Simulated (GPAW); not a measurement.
Consider BeS (F-43m).

```xyz
2
Lattice="0.0000 2.4250 2.4250 2.4250 0.0000 2.4250 2.4250 2.4250 0.0000" Properties=species:S:1:pos:R:3 pbc="T T T"
S     3.6375    3.6375    3.6375
Be    0.0000    0.0000    0.0000
```

Absorber: atom 1, with 4 Be at 2.10 Å (tetrahedral, site symmetry -43m). Method: GPAW, PBE, full core hole (charged cell), 12-atom cell with 5.9 Å between holes, 5×4×5 k points, dipole transitions, Gaussian full width 0.9 eV up to 4 eV, rising linearly to 3.5 eV at 25 eV.

The database entry behind the starting cell differs from later determinations by our own check (0.1 to 0.3 % short, probably kX units), so it need not match the best structure at ambient conditions.

Question: Where do the maxima of the S K edge fall?

Main maxima up to 24 eV above the zero (height): 3.5 eV (2.03) and 13.7 eV (1.12). A K edge sees empty p states on the absorber. The total-energy difference plus the lowest empty eigenvalue puts the zero at 2484.89 eV. One term is added: -16.94 eV, since the hole is spin-paired here and a spin-polarised one costs that much less in the free atom (computed apart). The photon energy is then 2467.95 eV. The functional and the charged cell's background leave an error of a few eV in such absolute values.

The S K spectrum (energy from the lowest empty level; intensity scaled to a mean of 1 over the first 20 eV):

| E (eV) | intensity |
| --- | --- |
| -2.00 | 0.00 |
| -1.25 | 0.00 |
| -0.50 | 0.00 |
| 0.25 | 0.04 |
| 1.00 | 0.24 |
| 1.75 | 0.80 |
| 2.50 | 1.67 |
| 3.25 | 2.01 |
| 4.00 | 1.91 |
| 4.75 | 1.53 |
| 5.50 | 1.48 |
| 6.25 | 1.24 |
| 7.00 | 1.20 |
| 7.75 | 1.05 |
| 8.50 | 0.97 |
| 9.25 | 0.98 |
| 10.00 | 0.96 |
| 10.75 | 0.91 |
| 11.50 | 0.88 |
| 12.25 | 0.91 |
| 13.00 | 1.04 |
| 13.75 | 1.12 |
| 14.50 | 1.01 |
| 15.25 | 0.85 |
| 16.00 | 0.75 |
| 16.75 | 0.71 |
| 17.50 | 0.68 |
| 18.25 | 0.63 |
| 19.00 | 0.57 |
| 19.75 | 0.54 |
| 20.50 | 0.52 |
| 21.25 | 0.53 |
| 22.00 | 0.55 |
| 22.75 | 0.58 |
| 23.50 | 0.60 |
| 24.25 | 0.62 |
| 25.00 | 0.64 |
| 25.75 | 0.65 |
| 26.50 | 0.64 |
| 27.25 | 0.62 |
| 28.00 | 0.60 |

The holes are only 5.9 Å apart, so the shape is probably not converged with cell size; no larger cell was run here. The mesh is coarse (0.28 Å⁻¹ between points), so small maxima may be mesh ripples. The structure is a published determination, not relaxed.

[Banner, clock and machine lines of the logs are left out without a mark of their own.]

[Logs are printed without paths, hosts, clocks, repeated set-up lines and the standing remarks that a program may print on its own settings, such as how far it seeks lower states.]

[Hosts, paths, dates, database ids (printed as entryN), source tags and the programs' standing remarks are cut or masked in the printed files.]

[Lists of maxima count a maximum above −3 eV only where it reaches 4 % of the highest in the window and stands out from its surroundings by 2 % of it (1.5 % where it reaches 55 %); shoulders and weaker maxima are passed over, and of the rest the first, up to two pre-edge ones and the few strongest are named.]
